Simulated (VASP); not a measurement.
Runs of VASP 6.6.1 on MgS. The structure is hexagonal, space group P6_3mc (No. 186). The conventional cell has a = 4.035 Å, b = 4.035 Å, c = 6.432 Å, α = 90.00°, β = 90.00°, γ = 120.00°. Around S (site symmetry 3m) lie 4 Mg at 2.45 to 2.47 Å. Around Mg (site symmetry 3m) lie 4 S at 2.45 to 2.47 Å. The cell comes from a database or a generator and needn't be the stable form of this composition.

```tsv
task	level	potentials or basis	cell	k mesh	cutoff (eV)	smearing	grid for exact exchange (PRECFOCK)	exchange at q = 0	share of exact exchange	gap on the mesh (eV)	pressure (GPa)	largest force (eV/Å)
single point	TPSSh	VASP PAW PBE potentials, release 64 (S, Mg)	as given	5 × 5 × 3	520	fermi-dirac 0.02 eV	Normal	truncated	-	(c)	0.4	0.04
single point	PBE	VASP PAW PBE potentials, release 64 (S_GW, Mg_GW)	as given	8 × 8 × 4	550	gaussian 0.1 eV	-	-	-	3.43	(b)	0.05
density of states	r2SCAN-EpsX	VASP PAW PBE potentials, release 64 (S, Mg)	as given	5 × 5 × 3	520	tetrahedron	Fast	default	0.2486	5.56	(a)	0.06
single point	SCAN0	VASP PAW PBE potentials, release 64 (S, Mg)	volume scaled by 1.08	5 × 5 × 3	520	fermi-dirac 0.02 eV	Normal	truncated	-	5.11	-5.0	0.07
single point	SCAN+MBD-FI	VASP PAW PBE potentials, release 54 (S, Mg)	as given	8 × 8 × 4	500	gaussian 0.05 eV	-	-	-	4.09	-1.2	0.06
```

Alike in all rows: no spin polarisation.

Fill in the values left out.

(a) -0.8; (b) 0.9; (c) 4.35.

Caveats: the PAW data sets were made with another functional, which shifts forces and pressure a little (some runs).

